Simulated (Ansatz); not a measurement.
# C3H6O2: the cost of one run

Computed with Ansatz 0.2.0 (the levels named in each step, unless a step's input says otherwise).

## 1. The starting structure

Bond lengths: C1–C2 1.530 Å, C2–C3 1.507 Å, C3–O4 1.201 Å, C3–O5 1.340 Å, C1–H6 1.087 Å, C1–H7 1.087 Å, C1–H8 1.087 Å, C2–H9 1.090 Å, C2–H10 1.090 Å, O5–H11 0.970 Å. Angles (14 of 16 angles, heavy atoms first): C1–C2–C3 109.5°, C2–C3–O4 125.8°, C2–C3–O5 111.8°, O4–C3–O5 122.4°, C1–C2–H9 109.7°, C1–C2–H10 110.3°, C3–C2–H9 108.9°, C3–C2–H10 108.5°, C2–C1–H6 110.2°, C2–C1–H7 110.4°, C2–C1–H8 109.9°, C3–O5–H11 110.4°, H9–C2–H10 109.9°, H6–C1–H7 108.8°.

As a file:

```xyz
11

C    -1.9107   -0.1946   -0.3390
C    -0.6756   -0.8529    0.2799
C     0.4992    0.0857    0.1767
O     0.9130    0.7932    1.0543
O     1.0420    0.0703   -1.0483
H    -1.7376    0.0136   -1.3919
H    -2.1385    0.7387    0.1703
H    -2.7674   -0.8572   -0.2493
H    -0.4414   -1.7723   -0.2570
H    -0.8521   -1.0725    1.3325
H     1.7742    0.7043   -1.1023
```

## 2. A rough first relaxation, PBE-D4/def2-SVPD

input.yaml

```yaml
crystal:
  periodic: [false, false, false]
  atoms:
    - { symbol: C, position_ang: [-1.91066, -0.19463, -0.33904] }
    - { symbol: C, position_ang: [-0.67561, -0.85286, 0.27994] }
    - { symbol: C, position_ang: [0.49916, 0.08569, 0.17671] }
    - { symbol: O, position_ang: [0.91304, 0.79322, 1.05432] }
    - { symbol: O, position_ang: [1.042, 0.07025, -1.04826] }
    - { symbol: H, position_ang: [-1.73764, 0.01363, -1.39194] }
    - { symbol: H, position_ang: [-2.1385, 0.7387, 0.17027] }
    - { symbol: H, position_ang: [-2.76741, -0.85725, -0.2493] }
    - { symbol: H, position_ang: [-0.44139, -1.77226, -0.25697] }
    - { symbol: H, position_ang: [-0.85215, -1.07249, 1.33253] }
    - { symbol: H, position_ang: [1.77419, 0.70432, -1.10228] }
basis:
  gaussian: { orbitals: def2-SVPD }
hamiltonian:
  xc: pbe
  dispersion: d4
relax:
  f_tol: 0.03
  max_steps: 200
```

Launch:

```console
> ansatz run input.yaml --threads 4 --pin off --max-ram 10240MiB --backend cpu --events-out ev --progress --plain --runs-dir out
```

What time and memory should one allow on 4 threads of AMD EPYC (Zen 3), shared host?

About 54 s, with a peak of 0.19 GiB.
